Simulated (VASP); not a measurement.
# CdS, projections on local functions: which settings are enough?

CdS, P6_3mc (no. 186), 4 atoms in the cell. LDA, projections on local functions; PAW potentials Cd, S (LDA set). VASP 6.6.1.

Wanted: filling of the local functions (per spin) within 0.005.

POSCAR:
```
CdS
1.0
    4.1500000000      0.0000000000      0.0000000000
   -2.0750000000      3.5940054257      0.0000000000
    0.0000000000      0.0000000000      6.7370000000
Cd S
2 2
Direct
    0.6666666667      0.3333333333      0.5000000000
    0.3333333333      0.6666666667      0.0000000000
    0.6666666667      0.3333333333      0.8750000000
    0.3333333333      0.6666666667      0.3750000000
```

The series start from Cutoff ENCUT (eV): 500; k mesh: 7 × 7 × 4. Each series keeps the choices made before it, and each single choice may use up half of a tolerance. Times cover all steps of a run.

## Cutoff ENCUT (eV)

| Cutoff ENCUT (eV) | Filling of the local functions (per spin), largest deviation | Time (s) |
|---|---|---|
| 250 | 0.0462 | 9.6 |
| 300 | 0.0264 | 11 |
| 350 | 0.0154 | 14 |
| 400 | 0.0113 | 14 |
| 500 | 0.0059 | 19 |
| 600 | 0.0028 | 25 |
| 750 (reference) | 0.0000 | 38 |

Chosen: 750; the next looser run is off by more than half of the tolerance, so convergence isn't shown beyond this value.

## k mesh

| k mesh | Filling of the local functions (per spin), largest deviation | Time (s) |
|---|---|---|
| 3 × 3 × 2 | 0.0051 | 14 |
| 4 × 4 × 3 | 0.0017 | 16 |
| 5 × 5 × 3 | 0.0007 | 21 |
| 7 × 7 × 4 | 0.0001 | 38 |
| 8 × 8 × 5 | 0.0001 | 54 |
| 11 × 11 × 6 (reference) | 0.0000 | 99 |

Chosen: 4 × 4 × 3, the loosest value from which every tighter one stays within half of the tolerance.

## All choices together

| Input | Filling of the local functions (per spin), largest deviation | Time (s) |
|---|---|---|
| program defaults, k points 0.5 per Å apart (naive) | 0.0358 | 3.6 |
| chosen settings | 0.0017 | 16 |
| reference settings throughout | 0.0000 | 99 |

The chosen settings stay within the tolerance of the reference run, but the reference itself isn't shown to be converged in: Cutoff ENCUT (eV).

## The input

INCAR.step1:
```
SYSTEM = CdS
PREC = Accurate ; ENCUT = 750
EDIFF = 1E-6 ; ISMEAR = 0
SIGMA = 0.02 ; LASPH = .True.
LREAL = .False. ; ALGO = Normal
NELM = 120 ; LWAVE = .True.
LCHARG = .False. ; NBANDS = 30
KPAR = 4 ; GGA = CA
```

INCAR.step2:
```
SYSTEM = CdS
ALGO = None
EDIFF = 1E-6
ENCUT = 750
GGA = CA
ISMEAR = 0
ISTART = 1
LASPH = .True.
LCHARG = .False.
LOCPROJ = "1 2 : s : Pr
1 2 : p : Pr
1 2 : d : Pr
3 4 : s : Pr
3 4 : p : Pr"
LREAL = .False.
LWAVE = .False.
NBANDS = 30
NELM = 1
PREC = Accurate
SIGMA = 0.02
```

INCAR.step3:
```
SYSTEM = CdS
ALGO = None
EDIFF = 1E-6
ENCUT = 750
GGA = CA
ISMEAR = 0
ISTART = 1
LASPH = .True.
LCHARG = .False.
LOCPROJ = "1 2 : s : Hy 1 2.0
1 2 : p : Hy 1 2.0
1 2 : d : Hy 1 2.0
3 4 : s : Hy 1 2.0
3 4 : p : Hy 1 2.0"
LREAL = .False.
LWAVE = .False.
NBANDS = 30
NELM = 1
PREC = Accurate
SIGMA = 0.02
```

KPOINTS:
```
Automatic mesh
0
Gamma
  4 4 3
  0 0 0
```

Commands (each step's output is kept before the next begins):
```
cat potpaw_LDA.64/Cd/POTCAR potpaw_LDA.64/S/POTCAR > POTCAR
cp INCAR.step1 INCAR
mpirun -np 4 vasp_std > vasp.out
cp INCAR.step2 INCAR
mpirun -np 1 vasp_std > vasp.out
cp INCAR.step3 INCAR
mpirun -np 1 vasp_std > vasp.out
```

Limits: VASP refuses the step with PAW projectors here (LPRJ_READER: function: 3 no projector for highest valence state with L=1 on species 1), and the others go on without it; the functions aren't orthogonal, so the fillings don't add up to the electrons.

The chosen input took VASP 6.6.1 16 s on 4 cores (AMD EPYC 9R45 (Zen 5)), a shared host.

## An input that fails: hybrid orbitals asked of PAW projectors

VASP's message: LPRJ_READER ERROR: function: 1 is not a simple spherical harmonic L= -3.

Changes against the starting input:
```
(step 2)
- LOCPROJ = "1 2 : s : Pr
1 2 : p : Pr
1 2 : d : Pr
3 4 : s : Pr
3 4 : p : Pr"
+ LOCPROJ = 1 : sp3 : Pr
```
